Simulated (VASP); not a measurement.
**A VASP 6.6.1 single-point calculation on CdSe**

INCAR

```
NSW = 0
LMAXMIX = 4
SIGMA = 0.02
LCHARG = .FALSE.
GGA = PE
LREAL = .FALSE.
LDAUJ = 0 0
NELM = 120
LWAVE = .FALSE.
ISIF = 2
LDAUU = 1.0 0
LDAU = .TRUE.
IBRION = -1
ISMEAR = -1
PREC = Accurate
LDAUL = 2 -1
LDAUTYPE = 2
LASPH = .TRUE.
ENCUT = 520
NBANDS = 16
EDIFF = 1E-7
```

KPOINTS

```
KPOINTS created by Atomic Simulation Environment
0
Gamma
8 8 8
0 0 0
```

POSCAR

```
Cd Se
 1.0000000000000000
     0.0000000000000000    3.0677809641852400    3.0677809641852400
     3.0677809641852400    0.0000000000000000    3.0677809641852400
     3.0677809641852400    3.0677809641852400    0.0000000000000000
 Cd  Se
   1   1
Cartesian
  0.0000000000000000  0.0000000000000000  0.0000000000000000
  1.5338904820926200  1.5338904820926200  1.5338904820926200
```

The recommended PBE PAW datasets give the neutral cell 18 valence electrons.

Command

```
mpirun -np 1 vasp_std
```

Question: Predict the outcome of this run.

Answer: It converged. Results: gap between bands v and c on the k mesh 0.61 eV; least direct gap on the k mesh 0.61 eV; pressure 1.7 GPa. Band v is the last that the valence electrons fill when counted band by band, and c is the next.

OSZICAR

```
N       E                     dE             d eps       ncg     rms          rms(c)
DAV:   1     0.106638174068E+03    0.10664E+03   -0.88098E+03   952   0.100E+03
DAV:   2    -0.157521436449E+01   -0.10821E+03   -0.10272E+03  1176   0.246E+02
DAV:   3    -0.564511679196E+01   -0.40699E+01   -0.40645E+01  1072   0.507E+01
DAV:   4    -0.566247288047E+01   -0.17356E-01   -0.17355E-01  1216   0.333E+00
DAV:   5    -0.566258299813E+01   -0.11012E-03   -0.11012E-03  1080   0.229E-01    0.619E+00
DAV:   6    -0.531598733598E+01    0.34660E+00   -0.53184E-01  1248   0.830E+00    0.479E+00
DAV:   7    -0.529696993326E+01    0.19017E-01   -0.14766E-01  1056   0.247E+00    0.203E+00
DAV:   8    -0.529831419910E+01   -0.13443E-02   -0.13256E-02  1072   0.139E+00    0.259E-01
DAV:   9    -0.529854598494E+01   -0.23179E-03   -0.14094E-03  1136   0.471E-01    0.475E-02
DAV:  10    -0.529862286377E+01   -0.76879E-04   -0.16076E-04  1144   0.151E-01    0.434E-02
DAV:  11    -0.529867412325E+01   -0.51259E-04   -0.82837E-05  1152   0.564E-02    0.168E-02
DAV:  12    -0.529867395001E+01    0.17324E-06   -0.19101E-06  1064   0.151E-02    0.506E-03
DAV:  13    -0.529867461274E+01   -0.66273E-06   -0.18145E-06  1168   0.726E-03    0.295E-03
DAV:  14    -0.529867461843E+01   -0.56909E-08   -0.42708E-08   880   0.115E-03
   1 F= -.52986746E+01 E0= -.52986746E+01  d E =-.114752E-08
```

Standard output (part)

```
POSCAR found type information on POSCAR CdSe
 POSCAR found :  2 types and       2 ions
 LDA part: xc-table for (Slater+PW92), standard interpolation
 POSCAR, INCAR and KPOINTS ok, starting setup
 WAVECAR not read
 entering main loop
```

For comparison, a separate PBE run of the intended cell, on usual settings and not on those above, gives a gap of 0.55 eV on its mesh and a pressure of 1.7 GPa.
